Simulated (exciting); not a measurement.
# PtS2 (P-3m1) in exciting: TDDFT spectrum with PBEsol

Aim: the TDDFT spectrum of PtS2 with PBEsol.

Program: exciting (release sodium). These are calculated values, not measurements. Logs are shortened: lines on timing, memory, paths and dates and some standing lists are left out, and cuts for length are marked.

### Step 1. The crystal as given

It takes space group P-3m1 (No. 164, trigonal). Conventional cell: a = 3.543 Å, b = 3.543 Å, c = 5.039 Å, α = 90.00°, β = 90.00°, γ = 120.00°. Around Pt (site symmetry -3m) lie 6 S at 2.34 Å. S (site symmetry 3m) has 3 Pt at 2.34 Å as nearest neighbours.

### Step 2. TDDFT spectrum, PBEsol

run_exciting.py

```python
import subprocess
import xml.etree.ElementTree as ET
from ase.io import read
from ase.units import Bohr

atoms = read("PtS2.cif")
import spglib
from ase import Atoms
cell, positions, numbers = spglib.find_primitive((atoms.cell[:], atoms.get_scaled_positions(), atoms.numbers), symprec=1e-5)
atoms = Atoms(numbers, cell=cell, scaled_positions=positions, pbc=True)
rmt = {'Pt': 2.3, 'S': 1.9}  # bohr
tasks = """
<groundstate do="fromscratch" ngridk="6 6 4" rgkmax="6" gmaxvr="14" lmaxapw="10" lmaxmat="10" lmaxvr="8" xctype="GGA_PBE_SOL" stype="Gaussian" swidth="0.00018375" nempty="16" ValenceRelativity="iora*" epsengy="1e-05" epspot="1e-05" maxscl="60" outputlevel="normal"/>
<xs xstype="TDDFT" ngridk="7 7 4" vkloff="0.097 0.273 0.493" nempty="35" gqmax="2" broad="0.007" tevout="true">
  <energywindow intv="0 0.7" points="250"/>
  <tddft fxctype="BO"/>
  <qpointset>
    <qpoint>0 0 0</qpoint>
  </qpointset>
</xs>
"""

root = ET.Element("input")
ET.SubElement(root, "title").text = "PtS2"
structure = ET.SubElement(root, "structure", speciespath="./", tshift="false")
crystal = ET.SubElement(structure, "crystal", scale="1.0")
for vector in atoms.cell / Bohr:
    ET.SubElement(crystal, "basevect").text = " ".join(f"{x:.12f}" for x in vector)
symbols = atoms.get_chemical_symbols()
for element in dict.fromkeys(symbols):
    species = ET.SubElement(structure, "species", speciesfile=element + ".xml", rmt=str(rmt[element]))
    for symbol, position in zip(symbols, atoms.get_scaled_positions(wrap=False)):
        if symbol == element:
            ET.SubElement(species, "atom", coord=" ".join(f"{x:.12f}" for x in position))
root.extend(ET.fromstring("<tasks>" + tasks + "</tasks>"))
ET.indent(root)
ET.ElementTree(root).write("input.xml")
subprocess.run(["exciting_smp"], check=True)
```

PtS2.cif

```cif
data_PtS2
_cell_length_a 3.54320000
_cell_length_b 3.54320000
_cell_length_c 5.03880000
_cell_angle_alpha 90.00000000
_cell_angle_beta 90.00000000
_cell_angle_gamma 120.00000000
_space_group_name_H-M_alt 'P-3m1'
_space_group_name_Hall '-P 3 2"'
_space_group_IT_number 164
loop_
_space_group_symop_operation_xyz
'x,y,z'
'-x,-y,-z'
'-y,x-y,z'
'y,-x+y,-z'
'-x+y,-x,z'
'x-y,x,-z'
'y,x,-z'
'-y,-x,z'
'x-y,-y,-z'
'-x+y,y,z'
'-x,-x+y,-z'
'x,x-y,z'
loop_
_atom_site_label
_atom_site_type_symbol
_atom_site_symmetry_multiplicity
_atom_site_Wyckoff_symbol
_atom_site_fract_x
_atom_site_fract_y
_atom_site_fract_z
_atom_site_occupancy
Pt1 Pt 1 a 0.0000000000 0.0000000000 0.0000000000 1
S1 S 2 d 0.6666666667 0.3333333333 0.7730000000 1
```

Potentials or basis: all-electron LAPW+lo, shipped species files, valence relativity iora*.

Run with:

```sh
OMP_NUM_THREADS=1 python run_exciting.py
```

What it wrote:

```text
================================================================================
EXCITING SODIUM started
[... 10 lines left out ...]

 Lattice vectors (cartesian) :
      6.6956776091      0.0000000000      0.0000000000
     -3.3478388045      5.7986269050      0.0000000000
      0.0000000000      0.0000000000      9.5219520029

 Reciprocal lattice vectors (cartesian) :
      0.9383942409      0.5417821676     -0.0000000000
      0.0000000000      1.0835643352      0.0000000000
      0.0000000000     -0.0000000000      0.6598631568

 Unit cell volume                           :     369.6967978211
 Brillouin zone volume                      :       0.6709558073

 Species :    1 (Pt)
     parameters loaded from                 :    Pt.xml
     name                                   :    platinum
     nuclear charge                         :     -78.00000000
     electronic charge                      :      78.00000000
     atomic mass                            :  355605.43990000
     muffin-tin radius                      :       2.30000000
     # of radial points in muffin-tin       :     450

     atomic positions (lattice) :
       1 :   0.00000000  0.00000000  0.00000000

 Species :    2 (S)
     parameters loaded from                 :    S.xml
     name                                   :    sulphur
     nuclear charge                         :     -16.00000000
     electronic charge                      :      16.00000000
     atomic mass                            :   58452.74216000
     muffin-tin radius                      :       1.90000000
     # of radial points in muffin-tin       :     300

     atomic positions (lattice) :
       1 :   0.66666667  0.33333333  0.77300000
       2 :   0.33333333  0.66666667  0.22700000

 Total number of atoms per unit cell        :       3

 Spin treatment                             :    spin-unpolarised

 Number of Bravais lattice symmetries       :      24
 Number of crystal symmetries               :      12

 k-point grid                               :       6    6    4
 Total number of k-points                   :      24
 k-point set is reduced with crystal symmetries

 R^MT_min * |G+k|_max (rgkmax)              :       6.00000000
 Species with R^MT_min                      :       2 (S)
 Maximum |G+k| for APW functions            :       3.15789474
 Maximum |G| for potential and density      :      14.00000000

 G-vector grid sizes                        :      30    30    45
 Total number of G-vectors                  :   17101

 Maximum angular momentum used for
     APW functions                          :      10
     computing H and O matrix elements      :      10
     potential and density                  :       8
     inner part of muffin-tin               :       2

 Total nuclear charge                       :    -110.00000000
 Total electronic charge                    :     110.00000000
 Total core charge                          :      68.00000000
 Total valence charge                       :      42.00000000

 Number of empty states                     :      16
 Total number of valence states             :      38

 Maximum Hamiltonian size                   :     241
 Maximum number of plane-waves              :     207
 Total number of local-orbitals             :      34

 Exchange-correlation type                  :      22
     PBEsol, Phys. Rev. Lett. 100, 136406 (2008)
     Generalised gradient approximation (GGA)

 Smearing scheme                            :    Gaussian
 Smearing width                             :       0.00018375

 Using multisecant Broyden potential mixing
[... 16 lines left out ...]
+ SCF iteration number :    1                                                  +
++++++++++++++++++++++++++++++++++++++++++++++++++++++++++++++++++++++++++++++++
 Total energy                               :    -19195.37708869
 _______________________________________________________________
 Fermi energy                               :         0.30850533
 Kinetic energy                             :     21935.28871662
 Coulomb energy                             :    -40729.07397452
 Exchange energy                            :      -394.75057099
 Correlation energy                         :        -6.84125980

 DOS at Fermi energy (states/Ha/cell)       :         0.00000000

 Electron charges :
     core                                   :        68.00000000
     core leakage                           :         0.00331726
     valence                                :        42.00000000
     interstitial                           :         7.36162427
     charge in muffin-tin spheres :
                  atom     1    Pt          :        75.09351575
                  atom     2     S          :        13.77242999
                  atom     3     S          :        13.77242999
     total charge in muffin-tins            :       102.63837573
     total charge                           :       110.00000000

 Estimated fundamental gap                  :         0.04913939
        valence-band maximum at   19      0.1667  0.0000  0.5000
     conduction-band minimum at   12      0.6667  0.0000  0.2500

++++++++++++++++++++++++++++++++++++++++++++++++++++++++++++++++++++++++++++++++
+ SCF iteration number :    2                                                  +
++++++++++++++++++++++++++++++++++++++++++++++++++++++++++++++++++++++++++++++++
 Total energy                               :    -19244.35679053
 _______________________________________________________________
 Fermi energy                               :         0.28003406
 Kinetic energy                             :     21899.56410510
 Coulomb energy                             :    -40741.67723032
 Exchange energy                            :      -395.38809398
 Correlation energy                         :        -6.85557134

 DOS at Fermi energy (states/Ha/cell)       :         0.00000000

 Electron charges :
     core                                   :        68.00000000
     core leakage                           :         0.00314654
     valence                                :        42.00000000
     interstitial                           :         7.01747554
     charge in muffin-tin spheres :
                  atom     1    Pt          :        75.94996936
                  atom     2     S          :        13.51627755
                  atom     3     S          :        13.51627755
     total charge in muffin-tins            :       102.98252446
     total charge                           :       110.00000000

 Estimated fundamental gap                  :         0.03237876
        valence-band maximum at   13      0.8333  0.0000  0.2500
     conduction-band minimum at   12      0.6667  0.0000  0.2500

 RMS change in effective potential (target) :  0.979888E-01  ( 0.100000E-04)
 Absolute change in total energy   (target) :   48.9797      ( 0.100000E-04)
 Charge distance                   (target) :  0.156511E-01  ( 0.100000E-04)

++++++++++++++++++++++++++++++++++++++++++++++++++++++++++++++++++++++++++++++++
+ SCF iteration number :    3                                                  +
++++++++++++++++++++++++++++++++++++++++++++++++++++++++++++++++++++++++++++++++
 Total energy                               :    -19239.24251464
 _______________________________________________________________
 Fermi energy                               :         0.27985795
 Kinetic energy                             :     21902.46376577
 Coulomb energy                             :    -40739.55151283
 Exchange energy                            :      -395.30067078
 Correlation energy                         :        -6.85409680
[... 663 lines left out ...]
 Electron charges :
     core                                   :        68.00000000
     core leakage                           :         0.00312879
     valence                                :        42.00000000
     interstitial                           :         7.04636686
     charge in muffin-tin spheres :
                  atom     1    Pt          :        75.87556660
                  atom     2     S          :        13.53903327
                  atom     3     S          :        13.53903327
     total charge in muffin-tins            :       102.95363314
     total charge                           :       110.00000000

 Estimated fundamental gap                  :         0.03369677
        valence-band maximum at   13      0.8333  0.0000  0.2500
     conduction-band minimum at   12      0.6667  0.0000  0.2500

 RMS change in effective potential (target) :  0.116929E-08  ( 0.100000E-04)
 Absolute change in total energy   (target) :  0.536042E-06  ( 0.100000E-04)
 Charge distance                   (target) :  0.407480E-09  ( 0.100000E-04)

++++++++++++++++++++++++++++++++++++++++++++++++++++++++++++++++++++++++++++++++
+ SCF iteration number :   24                                                  +
++++++++++++++++++++++++++++++++++++++++++++++++++++++++++++++++++++++++++++++++
 Total energy                               :    -19238.72588812
 _______________________________________________________________
 Fermi energy                               :         0.26942898
 Kinetic energy                             :     21902.34780481
 Coulomb energy                             :    -40738.92999507
 Exchange energy                            :      -395.29022633
 Correlation energy                         :        -6.85347153

 DOS at Fermi energy (states/Ha/cell)       :         0.00000000

 Electron charges :
     core                                   :        68.00000000
     core leakage                           :         0.00312879
     valence                                :        42.00000000
     interstitial                           :         7.04636685
     charge in muffin-tin spheres :
                  atom     1    Pt          :        75.87556660
                  atom     2     S          :        13.53903327
                  atom     3     S          :        13.53903327
     total charge in muffin-tins            :       102.95363315
     total charge                           :       110.00000000

 Estimated fundamental gap                  :         0.03369677
        valence-band maximum at   13      0.8333  0.0000  0.2500
     conduction-band minimum at   12      0.6667  0.0000  0.2500

 RMS change in effective potential (target) :  0.826361E-09  ( 0.100000E-04)
 Absolute change in total energy   (target) :  0.571410E-06  ( 0.100000E-04)
 Charge distance                   (target) :  0.137064E-09  ( 0.100000E-04)

++++++++++++++++++++++++++++++++++++++++++++++++++++++++++++++++++++++++++++++++
| Convergency criteria checked for the last 2 iterations                       +
| Convergence targets achieved. Performing final SCF iteration                 +
++++++++++++++++++++++++++++++++++++++++++++++++++++++++++++++++++++++++++++++++
 Total energy                               :    -19238.72588794
 _______________________________________________________________
 Fermi energy                               :         0.26942898
 Kinetic energy                             :     21902.34780485
 Coulomb energy                             :    -40738.92999494
 Exchange energy                            :      -395.29022632
 Correlation energy                         :        -6.85347153

 DOS at Fermi energy (states/Ha/cell)       :         0.00000000

 Electron charges :
     core                                   :        68.00000000
     core leakage                           :         0.00312879
     valence                                :        42.00000000
     interstitial                           :         7.04636685
     charge in muffin-tin spheres :
                  atom     1    Pt          :        75.87556660
                  atom     2     S          :        13.53903327
                  atom     3     S          :        13.53903327
     total charge in muffin-tins            :       102.95363315
     total charge                           :       110.00000000

 Estimated fundamental gap                  :         0.03369677
        valence-band maximum at   13      0.8333  0.0000  0.2500
     conduction-band minimum at   12      0.6667  0.0000  0.2500

++++++++++++++++++++++++++++++++++++++++++++++++++++++++++++++++++++++++++++++++
[... 12 lines left out ...]
| EXCITING SODIUM stopped                                                      =
================================================================================
```

It took 6.1 min on 1 thread of AMD EPYC 7R43 (Zen 3), shared host; peak memory 0.47 GiB.

Results:

* Band gap on the k mesh: 0.92 eV, indirect (least direct gap 1.43 eV)
* All electrons inside the program's atomic spheres: Pt 75.88; S 13.54 (radii Pt 2.3, S 1.9 bohr)

Dielectric function (mean over the directions given):
| energy (eV) | real part | imaginary part |
| --- | --- | --- |
| 0.30 | 16.19 | 0.35 |
| 0.91 | 18.92 | 2.00 |
| 1.52 | 17.66 | 13.29 |
| 2.21 | 11.08 | 14.47 |
| 2.82 | 5.06 | 13.50 |
| 3.50 | 1.58 | 11.31 |
| 4.11 | -0.56 | 7.54 |
| 4.80 | 0.39 | 4.45 |
| 5.41 | 2.37 | 3.82 |
| 6.10 | 2.85 | 4.80 |
| 6.70 | 2.74 | 5.60 |
| 7.31 | 1.51 | 5.69 |
| 8.00 | 0.24 | 5.81 |
| 8.61 | -0.66 | 4.99 |
| 9.30 | -0.74 | 3.21 |
| 9.90 | 0.09 | 2.67 |
| 10.59 | 0.34 | 2.85 |
| 11.20 | 0.55 | 2.94 |
| 11.89 | 0.38 | 3.32 |
| 12.50 | 0.03 | 3.18 |
| 13.11 | -0.46 | 2.93 |
| 13.79 | -0.58 | 2.50 |
| 14.40 | -0.53 | 2.01 |
| 15.09 | -0.46 | 1.90 |
| 15.70 | -0.43 | 1.69 |
| 16.38 | -0.36 | 1.60 |
| 16.99 | -0.40 | 1.43 |
| 17.68 | -0.41 | 1.23 |
| 18.29 | -0.31 | 1.11 |
| 18.97 | -0.23 | 0.97 |

Caveat: spectra need much finer meshes, so this one isn't converged; spin-orbit coupling is left out, which moves the levels of the heavy elements. A k mesh can miss the band edges.
